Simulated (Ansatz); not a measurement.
# AgI (F-43m): from the cell to its phonons, part 2 of 4

Wanted: phonon frequencies of AgI (F-43m) and what follows from them.

Ansatz 0.2.0; DFT LDA, scalar-relativistic, plane waves, PAW; PAW set soft_1.

So far. Step 3 (Tight relaxation, k-mesh 8×8×8): The forces vanish by symmetry and the pressure is 0.000 GPa, within the tolerances set. The cell now holds 31.98 Å³/atom. The relaxed cell has a = 6.348 Å (conventional setting).

The database entry behind the starting cell differs from later determinations by our own check (about 0.3 % short), so it need not match the best structure at ambient conditions.

### Step 4. A first phonon run

The phonons are first tried on the mesh that the gap suggested.

The input, input.yaml:

```yaml
crystal:
  lattice:
    - [0.0, 3.1740386825, 3.1740386825]
    - [3.1740386825, 0.0, 3.1740386825]
    - [3.1740386825, 3.1740386825, 0.0]
  atoms:
    - { symbol: Ag, position: [0.0, 0.0, 0.0] }
    - { symbol: I, position: [0.25, 0.25, 0.25] }
kpoints:
  mp_grid: { grid: [8, 8, 8] }
hamiltonian:
  xc: lda
  pseudopotentials: { kind: paw, azcp: { folder: soft_1 }, xc_functional: pbe }
scf:
  occupations: { method: fixed }
output:
  eigenvalues: true
phonons:
  method: dfpt
  dielectric: true
  rigid_motions: translations
```

Command:

```console
$ ansatz run input.yaml --threads 4 --pin off --max-ram 10240MiB --backend cpu --events-out ev --progress --plain --runs-dir out
```

Numbers of over 12 decimals in the logs are rounded to 6 here.

The program printed:

```text
[...]
Crystal: 2 atoms, lattice volume = 63.954 Å³
Basis set: ecut = 420 eV, 1243 PW (Γ), exchange–correlation on 64×64×64 points (8 copies of the dense FFT grid, shifted against one another)
Bands: 22, of which v1, the nominal top of the filled ones, is band 18 counted from 1 (17 counted from 0)
Symmetry: 24 space group operations
k-points: 95 of 512 (irreducible under 4 space group operations, time reversal used)
[...]
optical modes at Γ + LO–TO along q̂ = [1.0000, 0.0000, 0.0000]:
      ω (cm⁻¹)  modes    IR ((D/Å)²/amu)
[...]
optical modes at Γ + LO–TO along q̂ = [0.0000, 1.0000, 0.0000]:
      ω (cm⁻¹)  modes    IR ((D/Å)²/amu)
        117.49      2             1.1027
        130.01      1             0.5514
  optical modes at Γ + LO–TO along q̂ = [0.0000, 0.0000, 1.0000]:
      ω (cm⁻¹)  modes    IR ((D/Å)²/amu)
        117.49      2             1.1027
        130.01      1             0.5514
[key lines of the parts left out:]
SCF converged after 10 iterations
Free energy (F): -14814.437743 eV
Fermi energy:    7.562164 eV
```

Run time: 24 s. Hardware: 4 threads of AMD EPYC 7R13 (Zen 3), shared host; peak memory 0.81 GiB.

This step gave:

```
sum-rule residual before enforcement                    : 1.49e-4 eV/Å²
miss of the charge sum rule                             : 0.001182 e
estimated error of the dielectric tensor                : 0.01639
estimated error of the Born charges                     : 0.02028 e
point group                                             : -43m
highest optical mode at the zone centre (no LO-TO term) : 117.5 cm⁻¹
lowest optical zone-centre mode                         : 117.5 cm⁻¹
mean high-frequency dielectric constant                 : 5.930
largest Born charge (third of the trace)                : 1.180 e
mean static dielectric constant                         : 7.263
top of the zone-centre spectrum with the field          : 130.0 cm⁻¹
```

The highest optical mode at Γ without the field comes at 117.5 cm⁻¹, but the log warns of the mesh: “the force constants stand on the 8×8×8 k-mesh, whose period is 12.19 times the interband length at k = (0.0000, 0.0000, 0.0000), direct gap 1.058 eV, under 14: take them and everything formed from them as unconverged”.

### Step 5. Relaxing to small forces for the phonons, k-mesh 12×12×12

The k mesh is raised to 12×12×12 since a zone-centre run on the first mesh warned that it was too coarse for the force constants, and the cell is relaxed again on it.

input.yaml, the sections that differ from step 4:

```yaml
kpoints:
  mp_grid: { grid: [12, 12, 12] }
output:
  forces: true
  stress: true
  eigenvalues: true
relax:
  adjacent_minimum: "off"
  f_tol: 0.001
  max_steps: 60
  cell: { stress_tol: 0.01 }
# crystal, hamiltonian, scf: as in step 4
# phonons: removed
```

The program printed:

```text
[...]
Crystal: 2 atoms, lattice volume = 63.954 Å³
Basis set: ecut = 420 eV, 1243 PW (Γ)
Bands: 22, of which v1, the nominal top of the filled ones, is band 18 counted from 1 (17 counted from 0)
Symmetry: 24 space group operations
[...]
k-points: 72 of 1728 (time reversal used)
[...]
k-point 71: bands = [... 14 lower, 4.3809, 4.5160, 5.0607, 5.6935, 12.3724, 12.5496, 13.7854, 14.3856]
--- Relaxed structure (1 steps of the walk, 1 accepted, 1 SCFs on fresh bases) ---
[...]
cell:  # Å, volume = 63.9538 Å³
    - [0.0, 3.1740386825, 3.1740386825]
    - [3.1740386825, 0.0, 3.1740386825]
    - [3.1740386825, 3.1740386825, 0.0]
  atoms:
    - { symbol: Ag, position: [0.0, 0.0, 0.0] }
    - { symbol: I, position: [0.25, 0.25, 0.25] }
[key lines of the parts left out:]
SCF converged after 6 iterations
Free energy (F): -14814.437996 eV
Fermi energy:    7.561886 eV
P = ⅓ Tr σ = -0.0021 GPa (-0.021 kbar)
```

Elapsed: 3.7 s, on 4 threads; peak memory 0.47 GiB; 14 s of CPU time.

Little changed from the start: no atom moved by 0.005 Å and no cell edge by 0.1 %.

Numbers from this step:

| Item | Value |
| --- | --- |
| pressure | -0.002091 GPa |

The forces vanish by symmetry and the pressure is -0.002 GPa, within the tolerances set. The cell now holds 31.98 Å³/atom.

### Step 6. Zone-centre response

The zone centre comes first: it holds the modes that light can see, as far as symmetry allows. The response to a homogeneous field gives the Born charges and the dielectric tensor.

input.yaml: that of step 5 with these lines changed.

```diff
@@ -16,9 +16,6 @@
 output:
-  forces: true
-  stress: true
   eigenvalues: true
-relax:
-  adjacent_minimum: "off"
-  f_tol: 0.001
-  max_steps: 60
-  cell: { stress_tol: 0.01 }
+phonons:
+  method: dfpt
+  dielectric: true
+  rigid_motions: translations
```

The program printed:

```text
[...]
Crystal: 2 atoms, lattice volume = 63.954 Å³
Basis set: ecut = 420 eV, 1243 PW (Γ), exchange–correlation on 64×64×64 points (8 copies of the dense FFT grid, shifted against one another)
Bands: 22, of which v1, the nominal top of the filled ones, is band 18 counted from 1 (17 counted from 0)
Symmetry: 24 space group operations
k-points: 280 of 1728 (irreducible under 4 space group operations, time reversal used)
[...]
SCF iter   1: F=—  HF=-14815.125683 eV  |F-HF|=—  |Δ(HF+E_count)|=         —  Δρ=4.38e-2  dr2=2.05e0  ethr=3.10e-3  ⟨swp⟩=4.8  Hψ=23797  notcnv=0  defer=535
[...]
SCF iter   9: F=-14814.437997 eV  HF=-14814.437997 eV  |F-HF|=1.82e-11  |Δ(HF+E_count)|=  4.80e-10  Δρ=1.79e-7  dr2=2.22e-11  ethr=1.00e-12  ⟨swp⟩=12.8  Hψ=45965  notcnv=0
SCF 1 converged in 9 iterations: F = -14814.437997 eV  dr2 = 2.22e-11
[...]
NSCF: frozen V_eff on 1 k-points
[...]
Bands: 19, of which v1, the nominal top of the filled ones, is band 18 counted from 1 (17 counted from 0)
k-points: 182 of 1728 (irreducible under 6 space group operations, time reversal used)
[...]
Eigensolver: Dense (182 Hₖ)
SCF iter   1: F=—  HF=-14814.428387 eV  |F-HF|=—  |Δ(HF+E_count)|=         —  Δρ=1.66e-4  dr2=2.75e-6  ethr=1.00e-1
[...]
SCF iter   4: F=-14814.428388 eV  HF=-14814.428388 eV  |F-HF|=7.38e-9  |Δ(HF+E_count)|=   7.16e-8  Δρ=5.48e-6  dr2=1.32e-8  ethr=1.21e-9
SCF 1 converged in 4 iterations: F = -14814.428388 eV  dr2 = 1.32e-8
[...]
SCF converged after 9 iterations
Free energy (F): -14814.437997 eV
[...]
Internal energy: -14814.437997 eV  (E = F + TS)
E sigma→0 (E₀):  -14814.437997 eV
Fermi energy:    7.561883 eV
[...]
--- Band table (eV; the first three rows and the last of 280) ---
  k-point 0: bands = [... 14 lower, 4.1369, 7.5619, 7.5619, 7.5619, 8.6204, 13.1013, 13.1013, 13.1013]
  k-point 1: bands = [... 14 lower, 4.1344, 7.1181, 7.5022, 7.5022, 9.0221, 12.9645, 13.1923, 13.1923]
  k-point 2: bands = [... 14 lower, 4.1301, 6.3757, 7.3438, 7.3438, 9.5969, 12.8435, 13.4077, 13.4077]
  k-point 279: bands = [... 14 lower, 4.3809, 4.5160, 5.0607, 5.6935, 12.3724, 12.5496, 13.7854, 14.3856]
[...]
ASR residual: 3.415e-5 → 0.000e0 eV/Å²; symmetrization residual: 3.706e-5 eV/Å²
  ASR residual per site (eV/Å²): 3.41e-5 2.89e-5
  Γ frequencies (cm⁻¹): 0.00 0.00 0.00 117.51 117.51 117.51
  ε∞ (high-frequency dielectric tensor):
        5.930199    -0.000000     0.000000
       -0.000000     5.930199     0.000000
        0.000000     0.000000     5.930199
  ε⁰ (static dielectric tensor: ions relaxed, cell fixed):
        7.261398    -0.000000     0.000000
       -0.000000     7.261398     0.000000
        0.000000     0.000000     7.261398
  ε⁰ − ε∞ (ionic part):
        1.331199     0.000000    -0.000000
        0.000000     1.331199    -0.000000
       -0.000000    -0.000000     1.331199
[...]
Born effective charges Z* (e; rows j = field, columns β = displacement):
    site 0:
         1.18022    0.00000    0.00000
         0.00000    1.18022    0.00000
        -0.00000    0.00000    1.18022
    site 1:
        -1.18022   -0.00000   -0.00000
        -0.00000   -1.18022   -0.00000
         0.00000   -0.00000   -1.18022
  Z* charge neutrality: 1.053e-3 e pre-enforcement
  solved inside a basis spanned on kpoints, on 12×12×12 k-points, its susceptibility summed on 16×16×16: ε∞ is read to err by 1.7e-2, Z* by 2.0e-2 e (field_mesh: kpoints solves on kpoints); Z* is corrected for what the basis lacks
  optical modes at Γ without the LO–TO term, one row a degenerate level:
      ω (cm⁻¹)  modes    IR ((D/Å)²/amu)
        117.51      3             1.6534
  optical modes at Γ + LO–TO along q̂ = [1.0000, 0.0000, 0.0000]:
      ω (cm⁻¹)  modes    IR ((D/Å)²/amu)
        117.51      2             1.1023
        130.03      1             0.5511
  optical modes at Γ + LO–TO along q̂ = [0.0000, 1.0000, 0.0000]:
      ω (cm⁻¹)  modes    IR ((D/Å)²/amu)
        117.51      2             1.1023
        130.03      1             0.5511
  optical modes at Γ + LO–TO along q̂ = [0.0000, 0.0000, 1.0000]:
      ω (cm⁻¹)  modes    IR ((D/Å)²/amu)
        117.51      2             1.1023
        130.03      1             0.5511
```

It took 59 s on 4 threads; peak memory 1.6 GiB.

In the SCF lines HF is the Harris–Foulkes energy and dr2 the Hartree energy of the density residual, in eV; the loop may stop once dr2 is under the threshold and the program's other checks hold. Hψ counts applications of the Hamiltonian.

This step gave:

- sum-rule residual before enforcement: 3.41e-5 eV/Å²
- miss of the charge sum rule: 0.001053 e
- estimated error of the dielectric tensor: 0.01672
- estimated error of the Born charges: 0.02013 e
- mean static dielectric constant: 7.261

Without the LO-TO term. Patterns of degenerate modes are one choice out of their space. Modes at Γ, with each element's share of the kinetic energy:

```
mode  frequency (cm⁻¹)  symmetry  Ag %  I %
   1               0.0  acoustic    46   54
   2               0.0  acoustic    46   54
   3               0.0  acoustic    46   54
   4             117.5        T2    54   46
   5             117.5        T2    54   46
   6             117.5        T2    54   46
```

Displacements in mode 4 (117.5 cm⁻¹), the largest set to 1:
```
Ag1  0.00  0.00  1.00
I2   0.00  0.00 -0.85
```

Optical modes at the zone centre, without and with the macroscopic field of the longitudinal modes; each column is sorted by frequency, so a row need not hold one and the same mode. Modes with and without the field, by row:

```
rank among optical modes  no field (cm⁻¹)  q along (1, 0, 0) (cm⁻¹)
                       1            117.5                     117.5
                       2            117.5                     117.5
                       3            117.5                       130
```

Born charge (rows field, columns displacement) (e), principal values of the symmetric part by kind of site:

```
atom  atoms with these values    low  middle   high   mean
 Ag1                        1   1.18    1.18   1.18   1.18
  I2                        1  -1.18   -1.18  -1.18  -1.18
```

In full for Ag1:

```
1.18 0.00 0.00
0.00 1.18 0.00
0.00 0.00 1.18
```

High-frequency dielectric tensor:

```
5.93 0.00 0.00
0.00 5.93 0.00
0.00 0.00 5.93
```

Static dielectric tensor (ions relaxed, fixed cell):

```
7.26 0.00 0.00
0.00 7.26 0.00
0.00 0.00 7.26
```

Transverse modes. Infrared lines, with heights relative to the strongest:

```
position (cm⁻¹)  label  relative intensity
            118     T2                 100
```

Before it was imposed, the acoustic sum rule was missed by 3.4e-5 eV/Å² and the charge sum rule by 0.0011 e. Small misses are needed for a sound result but don't prove that mesh and cutoff are converged. Against the first mesh the highest mode moved by +0.0 cm⁻¹. The lowest optical mode is real, 118 cm⁻¹.

(Continued in part 3 of 4.)

[Logs are printed without paths, hosts, clocks, repeated set-up lines and the standing remarks that a program may print on its own settings, such as how far it seeks lower states.]

[Hosts, paths, dates, database ids (printed as entryN), source tags and the programs' standing remarks are cut or masked in the printed files.]
